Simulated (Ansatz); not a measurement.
Structure types of Si compared at 260 GPa

Structure types of Si are relaxed in primitive cells with their symmetry kept at 260 GPa, on PAW files; LAPW relaxes the small cells further and takes the PAW cell for the others (marked *). The enthalpy is E + pV at zero temperature, without zero-point motion. Only the types listed were tried, and differences under about 5 meV/atom are mesh noise. The real phase may be another.

All numbers are PBE results (scalar-relativistic) from Ansatz 0.2.0, with Fermi–Dirac smearing of 0.05 eV, no spin polarisation. Methods: LAPW: all electrons, basis error target 0.5 meV/atom; PAW: frozen-core files, cutoff 420 eV.

k meshes: fcc 21×21×21, bcc 21×21×21, hcp 19×19×11, beta tin 20×20×20, graphite 13×13×5, diamond 15×15×15.

```
start type                       ends as          a, b, c (Å)  V (Å³/atom)  H − H(lowest), LAPW (meV/atom)
       fcc                    fcc, Fm-3m  3.079, 3.079, 3.079         7.30                             0.0
       bcc                    bcc, Im-3m  2.457, 2.457, 2.457         7.42                           381.2
       hcp                 hcp, P6_3/mmc  2.172, 2.172, 3.618         7.39                               ?
  beta tin            beta tin, I4_1/amd  3.929, 3.929, 2.084         8.04                          1359.6
 graphite*  distorted graphite, P6_3/mmc  3.333, 3.333, 3.629         8.73                          3526.8
   diamond                diamond, Fd-3m  4.293, 4.293, 4.293         9.89                               ?
```

Task: What belongs in the row "diamond", column "H − H(lowest), LAPW (meV/atom)"?

Result: 5413.5.

Task: What belongs in the row "hcp", column "H − H(lowest), LAPW (meV/atom)"?

Result: 131.6.

Task: Split the lead of fcc over hcp into energy and pV.

Result: For hcp less fcc: ΔE = -20.4 meV/atom, and p·ΔV = 260 GPa × +0.0937 Å³ × 6.242 meV/(GPa·Å³) = +152.0 meV/atom, together 131.6 meV/atom. fcc wins by its smaller volume, against the internal energy.
